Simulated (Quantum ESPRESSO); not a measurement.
GaAs in Quantum ESPRESSO: convergence with SCF threshold

GaAs:

```xyz
2
Lattice="0.0000 2.6959 2.6959 2.6959 0.0000 2.6959 2.6959 2.6959 0.0000" Properties=species:S:1:pos:R:3 pbc="T T T"
Ga    0.0000    0.0000    0.0000
As    2.6959    2.6959    2.6959
```

The cell was built by a generator and needn't be a form met in nature.

| Property | Result |
| --- | --- |
| Program | Quantum ESPRESSO 7.5 |
| Task | single point |
| Functional | PBE |
| Potentials or basis | PseudoDojo 0.4 SR PBE stringent |
| Cutoff | 1551 eV |
| Density cutoff | 6204 eV |
| k mesh | 9 × 9 × 9 |
| Occupations | methfessel-paxton, width 0.1 eV |
| Spin | no spin polarisation |

These are the settings of the first run; the series varies SCF threshold, with any setting tied to it.

Hardware: 1 thread of Arm Neoverse V1, on a shared host.

```tsv
SCF threshold	energy less the tightest run, at zero smearing (meV/atom)	pressure (GPa)	SCF cycles	CPU time (s)	peak memory (GiB)
0.001 Ry	0.31	2.02	3	47	0.16
0.0001 Ry	0.04	-0.60	4	56	0.16
1e-05 Ry	0.00	0.27	5	65	0.16
1e-06 Ry	0.00	0.03	6	75	0.16
1e-07 Ry	0.00	0.00	7	86	0.16
1e-08 Ry	0.00	0.05	8	96	0.16
1e-10 Ry	0.00	0.04	9	110	0.16
1e-12 Ry	0.00	0.04	11	130	0.16
```

Against the tightest run, the energy stays within 1 meV/atom from 0.001 Ry on; the pressure stays within 0.1 GPa from 1e-06 Ry on. The tightest run that finished is the yardstick and may itself not be fully converged.
